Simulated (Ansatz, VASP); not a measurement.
GaSb: VASP beside Ansatz

```xyz
2
Lattice="0.0000 3.0131 3.0131 3.0131 0.0000 3.0131 3.0131 3.0131 0.0000" Properties=species:S:1:pos:R:3 pbc="T T T"
Ga    0.0000    0.0000    0.0000
Sb    4.5196    4.5196    4.5196
```

Alike in both runs: task single point; functional PBEsol; k mesh 12 × 12 × 12; occupations gaussian, width 0.1 eV; no spin polarisation.

|  | VASP | Ansatz |
| --- | --- | --- |
| version | VASP 6.6.1 | Ansatz 0.2.0 |
| potentials or method | VASP PAW PBE potentials, release 64 (Ga_d, Sb) | scalar-relativistic, plane waves, PAW |
| plane-wave cutoff (eV) | 520 | 420 |
| valence electrons in the cell | 18 | 28 |

```csv
,VASP,Ansatz,Ansatz less VASP
gap on the k mesh at the Fermi level (eV),0.32,0.30,-0.014
least direct gap on the mesh (eV),0.32,0.30,-0.014
pressure (GPa),2.5,2.4,-0.11
```

The functional is the same, so the differences come from potentials, cutoffs and numerics. The two sets of potentials don't hold the same shells in valence.

Caveats: the PAW data sets were made with another functional, which shifts forces and pressure a little (VASP); spin-orbit coupling is left out, which moves the levels of the heavy elements.
